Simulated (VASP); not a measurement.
Set up this calculation in VASP 6.6.1, as the native input.

- Task: single point
- Functional: PBEsol
- Potentials or basis: VASP PAW PBE potentials, release 64 (B)
- Cutoff: 520 eV
- k mesh: 14 × 14 × 13
- Occupations: fermi-dirac, width 0.1 eV
- Spin: no spin polarisation
- Dipole correction: no
- Further INCAR settings: ALGO = Normal; EDIFF = 1e-06; NBANDS = 12

The structure of B lies in POSCAR:

```
B
1.0
    2.8898219048      0.0000000000      0.0000000000
   -1.4449109524      2.5026591819      0.0000000000
    0.0000000000      0.0000000000      2.8430469663
B
3
Direct
    0.0000000000      0.0000000000      0.0000000000
    0.3333333333      0.6666666667      0.5000000000
    0.6666666667      0.3333333333      0.5000000000
```

This isn't the form of B at room conditions, which is rhombohedral.

One way to write it, as run:

INCAR

```
SYSTEM = B
PREC = Accurate
ENCUT = 520
EDIFF = 1E-6
ISMEAR = -1
SIGMA = 0.1
LREAL = .False.
LASPH = .True.
NELM = 100
ALGO = Normal
ISIF = 2
LWAVE = .False.
LCHARG = .True.
GGA = PS
LELF = .True.
LVHAR = .True.
NBANDS = 12
```

KPOINTS

```
regular mesh
0
Gamma
  14 14 13
  0 0 0
```

Potentials or basis: VASP PAW PBE potentials, release 64 (B).

The run is started by

```bash
$ cat potpaw_PBE.64/B/POTCAR > POTCAR
$ mpirun -np 1 vasp_std > vasp.out
```

It gave:

- Pressure: -8.4 GPa
- Band gap on the k mesh: none (metal or under the smearing width)

Caveat: the PAW data sets were made with another functional, which shifts forces and pressure a little.

Wall time 20 s on 1 thread of Intel(R) Xeon(R) Platinum 8375C CPU @ 2.90GHz (Ice Lake) (shared host), peak memory 0.15 GiB.
